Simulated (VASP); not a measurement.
**BN in VASP: one cell, several levels of theory, part 1 of 2**

BN (zincblende), under -1.0 % biaxial strain in the (111) plane, free along [111] is computed at one geometry. Runs: PBE, r2SCAN. The results are then set beside those of Ansatz 0.2.0 for the same cell.

Code: VASP 6.6.1. PAW datasets, plane waves. No spin polarisation and no zero-point or thermal motion.

### 1 Starting point

The cell comes from an earlier relaxation with r2SCAN in another program, then strained, with the atoms relaxed again.

It is trigonal, R3m (No. 160); a = 2.527 Å, c = 6.262 Å in the conventional setting, 5.77 Å³ an atom. B has 4 N at 1.55–1.56 Å; N has 4 B at 1.55–1.56 Å.

Structure file:

```cif
data_structure
_symmetry_space_group_name_H-M 'R3m:H'
_symmetry_Int_Tables_number 160
_cell_length_a 2.5269
_cell_length_b 2.5269
_cell_length_c 6.2622
_cell_angle_alpha 90.000
_cell_angle_beta 90.000
_cell_angle_gamma 120.000
_cell_volume 34.63
loop_
_atom_site_label
_atom_site_type_symbol
_atom_site_symmetry_multiplicity
_atom_site_Wyckoff_symbol
_atom_site_fract_x
_atom_site_fract_y
_atom_site_fract_z
_atom_site_occupancy
B1 B 3 a 0.66667 0.33333 0.33328 1
N1 N 3 a 0.66667 0.33333 0.08339 1
```

### 2 PBE at this geometry

Input file INCAR:

```
ENCUT = 520.000000
SIGMA = 0.020000
EDIFF = 1.00e-07
GGA = PE
PREC = Accurate
IBRION = -1
ISIF = 2
ISMEAR = -1
NBANDS = 11
NELM = 120
NSW = 0
LASPH = .TRUE.
LCHARG = .TRUE.
LELF = .TRUE.
LWAVE = .FALSE.
LREAL = .FALSE.
```

Input file KPOINTS:

```
KPOINTS created by Atomic Simulation Environment
0
Gamma
12 12 12
0 0 0
```

Input file KPOINTS_OPT:

```
special points
7
Reciprocal
0.0000000000 0.0000000000 0.0000000000 1
-0.5000000000 -0.5000000000 0.0000000000 1
-0.3750000000 -0.3750000000 0.2500000000 1
-0.3750000000 0.0000000000 0.3750000000 1
0.0000000000 0.0000000000 0.5000000000 1
-0.5000000000 -0.2500000000 0.2500000000 1
0.0000000000 0.5000000000 0.5000000000 1
```

Input file POSCAR:

```
B  N
 1.0000000000000000
     0.0139804944000000    1.8007577048000001    1.8007577048000001
     1.8007577048000001    0.0139804944000000    1.8007577048000001
     1.8007577048000001    1.8007577048000001    0.0139804944000000
 B   N
   1   1
Cartesian
  0.0001900886880267  0.0001900886880267  0.0001900886880267
  0.9036838873119736  0.9036838873119736  0.9036838873119736
```

Potentials: the recommended PBE PAW datasets, 8 valence electrons in the neutral cell.

Command:

```sh
> mpirun -np 1 vasp_std
```

Printed to the terminal (iteration lines stand in OSZICAR):

```text
POSCAR found type information on POSCAR B N
 POSCAR found :  2 types and       2 ions
 LDA part: xc-table for (Slater+PW92), standard interpolation
 POSCAR, INCAR and KPOINTS ok, starting setup
 FFT: planning ... GRIDC
 FFT: planning ... GRID_SOFT
 FFT: planning ... GRID
 WAVECAR not read
 entering main loop
 Start KPOINTS_OPT (optional k-point list driver)
k-point batch [1-7\7]
```

OSZICAR:

```text
N       E                     dE             d eps       ncg     rms          rms(c)
DAV:   1     0.102115552579E+02    0.10212E+02   -0.49961E+03  4265   0.729E+02
DAV:   2    -0.179287544398E+02   -0.28140E+02   -0.27378E+02  4941   0.166E+02
DAV:   3    -0.184350069843E+02   -0.50625E+00   -0.50557E+00  4923   0.188E+01
DAV:   4    -0.184355631861E+02   -0.55620E-03   -0.55620E-03  4446   0.712E-01
DAV:   5    -0.184355636832E+02   -0.49705E-06   -0.49700E-06  4737   0.207E-02    0.684E+00
DAV:   6    -0.175275320737E+02    0.90803E+00   -0.29020E+00  4374   0.996E+00    0.335E+00
DAV:   7    -0.174478852581E+02    0.79647E-01   -0.11500E-01  4701   0.277E+00    0.195E+00
DAV:   8    -0.174328702932E+02    0.15015E-01   -0.36568E-02  4675   0.140E+00    0.205E-01
DAV:   9    -0.174330648001E+02   -0.19451E-03   -0.92944E-04  4401   0.261E-01    0.860E-02
DAV:  10    -0.174331491460E+02   -0.84346E-04   -0.11903E-04  4555   0.931E-02    0.153E-02
DAV:  11    -0.174331542156E+02   -0.50696E-05   -0.86510E-06  4728   0.243E-02    0.106E-02
DAV:  12    -0.174331542681E+02   -0.52517E-07   -0.14773E-06  4617   0.838E-03    0.666E-04
DAV:  13    -0.174331542648E+02    0.33156E-08   -0.23986E-08  2205   0.151E-03
   1 F= -.17433154E+02 E0= -.17433154E+02  d E =-.958011E-13
       N       E                     dE             ncg
DAV:   1     0.178142286872E+04   -0.23489E+04      154
DAV:   2     0.157814584548E+04   -0.20328E+03      194
DAV:   3     0.157564350177E+04   -0.25023E+01      190
DAV:   4     0.157564156643E+04   -0.19353E-02      157
DAV:   5     0.157564156478E+04   -0.16567E-05      184
DAV:   6     0.157564156477E+04   -0.19386E-08      163
```

The lines after F= are the extra pass for the points of KPOINTS_OPT, at fixed density; their E is not a total energy.

OUTCAR, selected sections:

```text
k-points           NKPTS =    189   k-points in BZ     NKDIM =    189   number of bands    NBANDS=     11

   NELECT =       8.0000    total number of electrons

   dimension x,y,z NGX =    20 NGY =   20 NGZ =   20
   dimension x,y,z NGXF=    40 NGYF=   40 NGZF=   40

  energy-cutoff  :      520.00
  volume of cell :       11.54
      direct lattice vectors                 reciprocal lattice vectors
     0.013980494  1.800757705  1.800757705    -0.280915500  0.278751365  0.278751365
     1.800757705  0.013980494  1.800757705     0.278751365 -0.280915500  0.278751365
     1.800757705  1.800757705  0.013980494     0.278751365  0.278751365 -0.280915500

 k-points in reciprocal lattice and weights: KPOINTS created by Atomic Simulation Env
   0.00000000  0.00000000  0.00000000       0.001
   0.08333333 -0.00000000 -0.00000000       0.003
   0.16666667  0.00000000  0.00000000       0.003
   0.25000000 -0.00000000 -0.00000000       0.003
   0.33333333  0.00000000 -0.00000000       0.003
   0.41666667  0.00000000 -0.00000000       0.003
   0.50000000 -0.00000000 -0.00000000       0.002
   0.08333333  0.08333333 -0.00000000       0.003
[... 181 more k-points ...]

 E-fermi :   8.1725

 k-point     1 :       0.0000    0.0000    0.0000
  band No.  band energies     occupation
      1     -12.8063      2.00000
      2       7.6463      2.00000
      3       7.7083      2.00000
      4       7.7083      2.00000
      5      16.3740      0.00000
      6      16.7214      0.00000
      7      16.7214      0.00000
      8      18.4521      0.00000
      9      32.8735      0.00000
     10      35.7396      0.00000
     11      35.7396      0.00000

 k-point     2 :       0.0833   -0.0000   -0.0000
  band No.  band energies     occupation
      1     -12.6330      2.00000
      2       6.7840      2.00000
      3       7.4675      2.00000
      4       7.5179      2.00000
      5      16.6255      0.00000
      6      16.9569      0.00000
      7      17.0051      0.00000
      8      19.0221      0.00000
      9      32.6010      0.00000
     10      33.3980      0.00000
     11      33.5359      0.00000

 k-point     3 :       0.1667    0.0000    0.0000
  band No.  band energies     occupation
      1     -12.1196      2.00000
      2       4.6608      2.00000
      3       7.0161      2.00000
      4       7.0554      2.00000
      5      17.0979      0.00000
      6      17.4776      0.00000
      7      17.6589      0.00000
      8      20.3332      0.00000
      9      31.7123      0.00000
     10      31.9823      0.00000
     11      32.0143      0.00000

 k-point     4 :       0.2500   -0.0000   -0.0000
  band No.  band energies     occupation
      1     -11.2888      2.00000
      2       2.1525      2.00000
      3       6.4987      2.00000
      4       6.5224      2.00000
      5      17.4713      0.00000
      6      18.0647      0.00000
      7      18.2707      0.00000
      8      21.6239      0.00000
      9      31.2296      0.00000
     10      31.4837      0.00000
     11      31.6224      0.00000

 k-point     5 :       0.3333    0.0000   -0.0000
  band No.  band energies     occupation
      1     -10.2027      2.00000
      2      -0.2890      2.00000
      3       6.0599      2.00000
      4       6.0681      2.00000
      5      17.7662      0.00000
      6      18.3763      0.00000
      7      18.5689      0.00000
      8      22.5313      0.00000
      9      31.1764      0.00000
     10      32.1395      0.00000
     11      32.5026      0.00000

 k-point     6 :       0.4167    0.0000   -0.0000
  band No.  band energies     occupation
      1      -9.0513      2.00000
      2      -2.3030      2.00000
      3       5.7724      2.00000
      4       5.7752      2.00000
      5      17.9519      0.00000
      6      18.4387      0.00000
      7      18.6130      0.00000
      8      23.0319      0.00000
      9      31.3150      0.00000
     10      33.7128      0.00000
     11      34.1504      0.00000

 k-point     7 :       0.5000   -0.0000   -0.0000
  band No.  band energies     occupation
      1      -8.4449      2.00000
      2      -3.2038      2.00000
      3       5.6706      2.00000
      4       5.6775      2.00000
      5      18.0112      0.00000
      6      18.4349      0.00000
      7      18.5987      0.00000
      8      23.1910      0.00000
      9      31.4497      0.00000
     10      34.6597      0.00000
     11      35.0730      0.00000

 k-point     8 :       0.0833    0.0833   -0.0000
  band No.  band energies     occupation
      1     -12.5767      2.00000
      2       7.0626      2.00000
      3       7.1246      2.00000
      4       7.1557      2.00000
      5      16.2545      0.00000
      6      17.2783      0.00000
      7      17.4642      0.00000
      8      19.0637      0.00000
      9      30.7762      0.00000
     10      33.6688      0.00000
     11      36.0589      0.00000

 k-point     9 :       0.1667    0.0833   -0.0000
  band No.  band energies     occupation
      1     -12.1782      2.00000
      2       5.3864      2.00000
      3       6.5166      2.00000
      4       7.0181      2.00000
      5      16.3106      0.00000
      6      18.0059      0.00000
      7      18.1441      0.00000
      8      19.9758      0.00000
      9      29.0710      0.00000
     10      33.6550      0.00000
     11      34.4457      0.00000

 k-point    10 :       0.2500    0.0833   -0.0000
  band No.  band energies     occupation
      1     -11.4541      2.00000
      2       3.0339      2.00000
      3       5.9605      2.00000
      4       6.5786      2.00000
      5      16.7747      0.00000
      6      18.4739      0.00000
      7      18.8635      0.00000
      8      21.0932      0.00000
      9      28.5385      0.00000
     10      33.2295      0.00000
     11      33.6088      0.00000

 k-point    11 :       0.3333    0.0833    0.0000
  band No.  band energies     occupation
      1     -10.4492      2.00000
      2       0.5922      2.00000
      3       5.5537      2.00000
      4       6.0236      2.00000
      5      17.2332      0.00000
      6      18.7646      0.00000
      7      19.2301      0.00000
      8      22.0400      0.00000
      9      29.1157      0.00000
     10      32.9971      0.00000
     11      33.8826      0.00000

[... the tables of k-points 12 to 189 left out ...]

  Total        0.9058053      0.9058053      0.9058053     -0.2684210     -0.2684210     -0.2684210
  in kB      125.7293744    125.7293744    125.7293744    -37.2579028    -37.2579028    -37.2579028
  external PRESSURE =     125.7293744 kB  Pullay stress =       0.0000000 kB

 POSITION                                       TOTAL-FORCE (eV/Angst)
 -----------------------------------------------------------------------------------
      0.00019      0.00019      0.00019         0.010286      0.010286      0.010286
      0.90368      0.90368      0.90368        -0.010286     -0.010286     -0.010286
 -----------------------------------------------------------------------------------
    total drift:                                0.000005      0.000005      0.000005

  FREE ENERGIE OF THE ION-ELECTRON SYSTEM (eV)
  ---------------------------------------------------
  free  energy   TOTEN  =       -17.4331542648 eV

  energy  without entropy=      -17.4331542648  energy(sigma->0) =      -17.43315426
```

Hardware: 1 MPI rank of Intel Xeon Platinum 8488C, shared host.

The levels at the points of KPOINTS_OPT are read from vasprun.xml.

Near the gap, in eV above the top of the last filled band v; c is the band after it:

```tsv
point	v−1	v	c	c+1
Γ	0.00	0.00	8.67	9.01
X	-5.11	-4.96	4.46	9.35
U	-7.89	-4.13	7.04	12.95
K	-7.85	-4.25	6.87	13.20
L	-2.04	-2.03	10.30	10.73
W	-7.16	-6.69	9.67	13.54
```

Gap with PBE: 4.46 eV, valence top at Γ, conduction bottom at X. Least direct gap: 8.67 eV. Pressure: 12.57 GPa, and the largest force is 0.018 eV/Å, on atom 1 (B).

The maps below are laid out on this run's own conventional cell (a, b, c = 2.527, 2.527, 6.262 Å).

Density in a lattice plane of the grid's cell (edges 2.53 and 6.26 Å, at 0.000 of the third edge), which holds B and N.

Values in e/Å³, 12 rows by 6 columns:
```
1.01 0.67 0.29 0.18 0.29 0.67
2.55 1.42 0.41 0.18 0.41 1.42
3.80 2.84 0.85 0.40 0.85 2.84
2.06 1.41 0.67 0.44 0.67 1.41
0.27 0.26 0.29 0.32 0.29 0.26
0.09 0.15 0.39 0.59 0.39 0.15
0.13 0.27 0.83 1.42 0.83 0.27
0.13 0.24 0.66 1.07 0.66 0.24
0.09 0.14 0.29 0.41 0.29 0.14
0.19 0.24 0.39 0.51 0.39 0.24
0.55 0.67 0.82 0.95 0.82 0.67
0.30 0.71 0.67 0.60 0.67 0.71
```
Columns run along the first of these edges and rows up along the second, over one cell in 6 and 12 even steps from the bottom left corner. Atoms in the plane (fractional): B at (1.00, 1.00), N at (0.00, 0.75).

ELF in the same plane.

Ten even steps from '0' (0.01) to '9' (0.91):
```
2333333333
9862101268
9984101489
5787313787
0488525884
4698636896
7787424787
4332222233
0001343100
0013565310
0025888520
0037999730
0037999730
0014666410
0001232100
0012343210
1234565432
2367777763
0268878862
0047767740
```
Columns run along the first of these edges and rows up along the second, over one cell in 10 and 20 even steps from the bottom left corner. Atoms in the plane (fractional): B at (1.00, 1.00), N at (0.00, 0.75).

Both are smooth fields of the valence electrons: close to the nuclei they are not physical.

Outside the cores ELF peaks at 0.92 on the N–B line, 0.8 Å from N.

(Continued in part 2 of 2.)
